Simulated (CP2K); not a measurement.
Te2Mo in CP2K: the effect of functional

Crystal: Te2Mo.

```
Te Mo
1.0
     3.51820    0.00000    0.00000
    -1.75910    3.04685    0.00000
     0.00000    0.00000   13.97360
Te Mo
4 2
Direct
  0.66667 0.33333 0.37900
  0.33333 0.66667 0.87900
  0.66667 0.33333 0.12100
  0.33333 0.66667 0.62100
  0.66667 0.33333 0.75000
  0.33333 0.66667 0.25000
```

Alike in all runs:

```yaml
Program: CP2K 2026.2
Task: single point
Potentials_or_basis: POTENTIAL_UZH Te GTH-PBE-q6, Mo GTH-PBE-q14; DZVP-MOLOPT-PBE-GTH basis
Density_cutoff: 9184 eV
k_mesh: 9 × 9 × 2
Occupations: fermi-dirac, width 0.05 eV
Spin: no spin polarisation
```

| functional | gap on the mesh (eV) | pressure (GPa) | largest force (eV/Å) |
| --- | --- | --- | --- |
| PBE | 0.89 | 6.4 | 0.41 |
| LDA | 0.85 | 2.5 | 0.23 |
| PBEsol | 0.86 | 3.5 | 0.28 |
| WC | 0.86 | 3.8 | 0.33 |
| rev-vdW-DF2 | ? | ? | ? |
| PW91 | 0.89 | 6.6 | 0.44 |
| r2SCAN | 0.98 | 5.6 | 0.20 |

Task: What does the run with functional rev-vdW-DF2 give?

Result: gap on the mesh 0.87 eV; pressure 6.1 GPa; largest force 0.58 eV/Å.

Caveats: spin-orbit coupling is left out, which moves the levels of the heavy elements; an odd mesh through Γ misses points on the zone boundary, where band edges often lie; the basis of atomic orbitals isn't converged, which shifts pressures, moduli and gaps; the potentials were made for another functional, which shifts forces and pressure (some runs); this functional lacks dispersion, which binds the layers, so the pressure and a relaxed spacing across them are unreliable (some runs).
